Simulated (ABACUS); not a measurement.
InAs: equation of state with rPW86PBE

InAs:

```xyz
2
Lattice="0.0000 3.0180 3.0180 3.0180 0.0000 3.0180 3.0180 3.0180 0.0000" Properties=species:S:1:pos:R:3 pbc="T T T"
In    0.0000    0.0000    0.0000
As    4.5270    4.5270    4.5270
```

```yaml
Program: ABACUS 3.10.1
Task: equation of state
Functional: rPW86PBE
Potentials_or_basis: Ansatz NC PBE
Cutoff: 1143 eV
Density_cutoff: 4572 eV
Basis: plane waves
k_mesh: 6 × 6 × 6
Occupations: fermi-dirac, width 0.05 eV
Spin: no spin polarisation
```

* Equilibrium volume: 30.94 Å³/atom (rough: see the caveat)
* Bulk modulus: 44 GPa (rough)

Energy against volume, from the lowest point:
```csv
volume (Å³/atom),energy (meV/atom)
25.840,144.50
26.389,106.88
26.939,75.40
27.489,49.50
28.039,28.62
28.588,12.27
29.138,0.00
```

All runs of the series together: 22 s on 4 threads of AMD EPYC 9R45 96-Core Processor (Zen 5), with other jobs on the host.

Caveat: the minimum lies outside the volumes run; the potentials were made for another functional, which shifts forces and pressure.
